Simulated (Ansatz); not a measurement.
## CdSe in Ansatz: the effect of functional

CdSe:

```
Cd Se
1.0
     0.00000    2.83512    2.83512
     2.83512    0.00000    2.83512
     2.83512    2.83512    0.00000
Cd Se
1 1
Direct
  0.00000 0.00000 0.00000
  0.50000 0.50000 0.50000
```

Measurements of this composition are mostly on another form, of space group No. 186.

The cell isn't the ideal one: volume scaled by 0.96.

Alike in all runs:

* Program: Ansatz 0.2.0
* Task: single point
* Potentials or basis: Ansatz PAW
* k mesh: 8 × 8 × 8
* Occupations: fermi-dirac, width 0.05 eV
* Spin: no spin polarisation

```tsv
functional	cutoff	pressure (GPa)
LDA	420 eV (not typed: the program's choice for these potentials)	?
PBEsol	420 eV (not typed: the program's choice for these potentials)	-1.5
r2SCAN	500 eV (not typed: the program's choice for these potentials)	0.6
```

Q: What does the run with functional LDA give?

A: Pressure -3.8 GPa.

Caveats: the PAW data sets come from PBE, with cores solved anew for the run's functional, which leaves a small shift of forces and pressure.
